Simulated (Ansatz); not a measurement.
# KCl: the band gap up the ladder of functionals

An exercise on one series of results from a longer session: the logs are not shown, and one member is left open.

Code: Ansatz 0.2.0. PAW datasets, plane waves. Calculated at 0 K for a non-magnetic cell.

### Starting point

The cell was relaxed beforehand with r2SCAN.

It is cubic, Pm-3m (No. 221); conventional cell a = 3.771 Å, 26.81 Å³ an atom. K has 8 Cl at 3.27 Å; Cl has 8 K at 3.27 Å.

As a file:

```
CELL_PARAMETERS angstrom
3.77081 0.00000 0.00000
0.00000 3.77081 0.00000
0.00000 0.00000 3.77081
ATOMIC_POSITIONS crystal
K 0.00000 0.00000 0.00000
Cl 0.50000 0.50000 0.50000
```

The first run:

Input file input.yaml:

```yaml
crystal:
  lattice:
    - [3.7708086025, 0.0, 0.0]
    - [0.0, 3.7708086025, 0.0]
    - [0.0, 0.0, 3.7708086025]
  atoms:
    - { symbol: K, position: [0.0, 0.0, 0.0] }
    - { symbol: Cl, position: [0.5, 0.5, 0.5] }
kpoints:
  mp_grid: { grid: [8, 8, 8] }
  band_path:
    path:
      - [[0.0, 0.0, 0.0], [-2.221628268879e-50, 0.5, 2.553736011865e-35], [0.5, 0.5, -2.809109613052e-34], [0.0, 0.0, 0.0], [0.5, 0.5, 0.5], [-2.221628268879e-50, 0.5, 2.553736011865e-35]]
      - [[0.5, 0.5, 0.5], [0.5, 0.5, -2.809109613052e-34]]
    npoints: 10
hamiltonian:
  xc: pbe
scf:
  occupations: { method: fermi_dirac, width: 0.02 }
  n_extra_bands: 4
output:
  forces: true
  stress: true
  eigenvalues: true
  write_density: true
  write_potential: true
  elf: true
  volumetric_format: npy
```

On the command line:

```console
> ansatz run input.yaml --threads 2 --pin off --max-ram 2211MiB --backend cpu --events-out ev --progress --plain --runs-dir out
```

Steps of the session up to this table: Band structure with PBE; r2SCAN; HSE06 at the same geometry; PBE0; Single point with LDA; One-shot GW from PBE; G0W0 on PBE; Single point with DDH-PBE0; Single point with LC-ωPBE; Single point with r2SCAN0.

One table of the session follows, with a row left open; its other results are not shown here.

| level | gap (eV) |
| --- | --- |
| PBE | 5.03 |
| r2SCAN | 5.80 |
| HSE06 | 6.37 |
| PBE0 | ? |
| LDA | 4.59 |
| G0W0@PBE (160 empty bands) | 7.55 |
| G0W0@PBE (397 empty bands) | 7.70 |
| DDH-PBE0 | 8.22 |
| LC-ωPBE | 11.80 |
| r2SCAN0 | 7.53 |

**Question.** Estimate the row for PBE0.

As computed: gap (eV): 7.09. In the column «gap (eV)» it lies between HSE06 (6.37) and r2SCAN0 (7.53).

Meshes: PBE 8×8×8, r2SCAN 8×8×8, HSE06 6×6×6, PBE0 6×6×6, LDA 8×8×8, DDH-PBE0 6×6×6, LC-ωPBE 6×6×6, r2SCAN0 6×6×6.

Against G0W0@PBE, PBE is short by 2.67 eV, at 65 % of it, and r2SCAN 75 %. PBE0 lies 0.73 eV above HSE06, which differs from it by screening the long-range exchange. G0W0 values are finite-basis, finite-mesh values.

To keep in mind: Warnings in the runs' records: stress scf threshold loose, stress exchange threshold loose.
